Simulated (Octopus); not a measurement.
**C under changes of volume**

One of the cells (5.672 Å³/atom); the others are scaled copies at fixed shape and fractional positions:

```
CELL_PARAMETERS angstrom
0.00000 1.78337 1.78337
1.78337 0.00000 1.78337
1.78337 1.78337 0.00000
ATOMIC_POSITIONS crystal
C 0.75000 0.75000 0.75000
C 0.50000 0.50000 0.50000
```

This isn't the form of C at room conditions, which is graphite.

- Program: Octopus 16.4
- Functional: PBEsol
- Potentials or basis: pseudodojo_pbesol (PseudoDojo 0.4, PBEsol)
- Grid spacing: 0.133 Å
- k mesh: 13 × 13 × 13
- Occupations: fermi-dirac, width 0.05 eV
- Spin: no spin polarisation

```tsv
volume (Å³/atom)	energy over the lowest point (meV/atom)	gap on the mesh (eV)
5.332	25.08	4.20
5.445	?	?
5.558	1.33	4.10
5.672	0.00	4.05
5.785	5.25	4.01
5.899	16.96	3.97
6.012	33.24	3.92
```

**Question.** What does the run at 5.445 Å³/atom give?

**Answer.** Energy over the lowest point 9.34 meV/atom; gap on the mesh 4.15 eV.

Worked out: A Birch-Murnaghan fit of order 3 (a polynomial in V^(-2/3)) to the other rows has its minimum at 5.63 Å³/atom with B0 = V·E''(V) = 466 GPa and B' = 3.3. It gives 9.34 meV/atom at 5.445 Å³/atom, against the run's 9.34. A straight line through the other rows of the gap, of slope -2.3 eV per unit of ln V, gives 4.15 eV, against the run's 4.15.

Energies are extrapolated to zero smearing.

Caveats: an odd mesh through Γ misses points on the zone boundary, where band edges often lie.
